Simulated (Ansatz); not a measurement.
Set up this calculation in Ansatz 0.2.0, as the native input.

- Task: relaxation of cell and atoms
- Functional: PBEsol
- Potentials or basis: Ansatz PAW
- Cutoff: 420 eV (not typed: the program's choice for these potentials)
- k mesh: 9 × 9 × 5
- Occupations: fermi-dirac, width 0.05 eV
- Spin: no spin polarisation
- Hubbard terms: Cu d U = 2 eV
- Hubbard projectors: ortho-atomic (the default)
- Double counting: fll (the default)

The system is CuO.

```
Cu O
1.0
     2.87950    0.00000    0.00000
     0.03907    2.87928    0.00000
     0.01750    0.01724    5.17634
Cu O
2 2
Direct
  0.00000 0.50000 0.00000
  0.50000 0.00000 0.50000
  0.99842 0.00167 0.74989
  0.00158 0.99833 0.25011
```

The cell comes from a database or a generator and needn't be the stable form of this composition.

One way to write it, as run:

input.yaml

```yaml
crystal:
  lattice:
    - [2.8795009639, 0.0, 0.0]
    - [0.039072758, 2.8792794796, 0.0]
    - [0.0174953863, 0.0172449008, 5.1763391994]
  atoms:
    - { symbol: Cu, position: [0.0, 0.5, 0.0] }
    - { symbol: Cu, position: [0.5, 0.0, 0.5] }
    - { symbol: O, position: [0.99842397, 0.00167178, 0.7498871] }
    - { symbol: O, position: [0.00157603, 0.99832822, 0.2501129] }
hamiltonian:
  xc: pbesol
  pseudopotentials: { kind: paw }
  hubbard: { sites: [{ species: Cu, l: d, u_eff: 2.0 }] }
kpoints:
  mp_grid: { grid: [9, 9, 5] }
scf:
  occupations: { method: fermi_dirac, width: 0.05 }
output:
  forces: true
  stress: true
  eigenvalues: true
relax:
  f_tol: 0.01
  max_steps: 40
  cell: { stress_tol: 0.05 }
```

Potentials or basis: Ansatz PAW.

Command:

```bash
$ ansatz run input.yaml --threads 2 --pin off --max-ram 5632MiB --backend cpu --events-out ev --progress --plain --runs-dir out
```

Results of the run:

| Item | Value |
| --- | --- |
| Relaxed volume | 10.73 Å³/atom |
| Relaxed cell | a = 2.900 Å, b = 2.900 Å, c = 5.100 Å, α = 89.94°, β = 89.94°, γ = 89.80° |
| Space group after relaxing (to 0.05 Å) | P4_2/mmc (No. 131) |
| Energy gained by relaxing | 1.7 meV/atom |
| Ionic steps | 8 |
| Pressure after relaxing | 0.0 GPa |
| Band gap on the k mesh | none (metal or under the smearing width) |

Caveat: the plane-wave basis is chosen anew once the cell has moved, so the energies of steps on either side of that aren't comparable; the pressure holds a Pulay correction of +0.7 GPa for the finite cutoff; the run has no spin polarisation, though such a crystal can be magnetic; U without spin polarisation on a metal has little footing; the PAW data sets come from PBE, with cores solved anew for the run's functional, which leaves a small shift of forces and pressure.

Wall time 3.2 min on 2 threads of Intel(R) Xeon(R) Processor @ 2.50GHz (Skylake/Cascade Lake), with other jobs on the host, peak memory 0.66 GiB.
